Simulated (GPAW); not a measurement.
Set up this calculation in GPAW 26.7.0, as an ASE script.

```
Task                : relaxation of cell and atoms
Functional          : PBEsol
Potentials or basis : PAW data sets generated in the run's folder for this functional
Cutoff              : 800 eV
Basis               : pw
k mesh              : 9 × 9 × 9
Occupations         : fermi-dirac, width 0.05 eV
Spin                : collinear spin, ferromagnetic start
Starting moments    : [1.0, 0.0] μB
Maxiter             : 150
Optimizer           : BFGS
Fmax                : 0.02 eV/Å
Max steps           : 60
Convergence         : density=1e-05 forces=0.0001
```

Crystal: NiO.

```
CELL_PARAMETERS angstrom
0.00000 2.08590 2.08590
2.08590 0.00000 2.08590
2.08590 2.08590 0.00000
ATOMIC_POSITIONS crystal
Ni 0.00000 0.00000 0.00000
O 0.50000 0.50000 0.50000
```

One way to write it, as run:

run.py

```python
from ase import Atoms
from ase.filters import FrechetCellFilter
from ase.io import write
from ase.optimize import BFGS
from gpaw import GPAW, PW, setup_paths

setup_paths.insert(0, '.')

atoms = Atoms(['Ni', 'O'],
              cell=[[0.0, 2.0859016414, 2.0859016414],
                    [2.0859016414, 0.0, 2.0859016414],
                    [2.0859016414, 2.0859016414, 0.0]],
              scaled_positions=[[0.0, 0.0, 0.0],
                                [0.5, 0.5, 0.5]],
              pbc=True)
atoms.set_initial_magnetic_moments([1.0, 0.0])

calc = GPAW(mode=PW(800),
            xc='PBEsol',
            kpts={'size': (9, 9, 9), 'gamma': True},
            occupations={'name': 'fermi-dirac', 'width': 0.05},
            nbands=22,
            convergence={'density': 1e-05, 'forces': 0.0001},
            maxiter=150,
            txt='gpaw.txt')
atoms.calc = calc
opt = BFGS(FrechetCellFilter(atoms), trajectory='relax.traj', logfile='-')
done = opt.run(fmax=0.02, steps=60)
calc.write('gs.gpw')
write('result.traj', atoms)
print('Converged:', done)
print('Cell:', atoms.cell.cellpar().round(4))
print('Volume:', round(atoms.get_volume(), 4))
print(atoms.get_scaled_positions().round(5))
```

Potentials or basis: PAW data sets generated in the run's folder for this functional, pw.

Run with:

```console
$ gpaw-setup -f PBEsol Ni O
$ OMP_NUM_THREADS=1 python run.py
```

It gave:

```
Relaxed volume                         : 8.87 Å³/atom
Relaxed cell                           : a = 2.927 Å, b = 2.927 Å, c = 2.927 Å, α = 60.00°, β = 60.00°, γ = 60.00°
Space group after relaxing (to 0.05 Å) : Fm-3m (No. 225)
Energy gained by relaxing              : 3.5 meV/atom
Ionic steps                            : 4
Pressure after relaxing                : -0.1 GPa
Band gap on the k mesh                 : none (metal or under the smearing width)
Net moment                             : 1.09 μB per cell
Site moments                           : Ni +0.93; O +0.11 μB
```

Caveat: each step starts from the last one's moments, so a moment once lost doesn't come back; the stock nickel data set gives pressures a few GPa off other programs; later steps reuse the first step's grids; a cell with one magnetic atom can't hold antiferromagnetic order, which such compounds often take; semilocal functionals often make such compounds metallic where correlation or magnetic order opens a gap, which also shifts bond lengths.

Run time: 2.2 min on 1 thread of Arm Neoverse V1, on a shared host, peak memory 0.26 GiB.
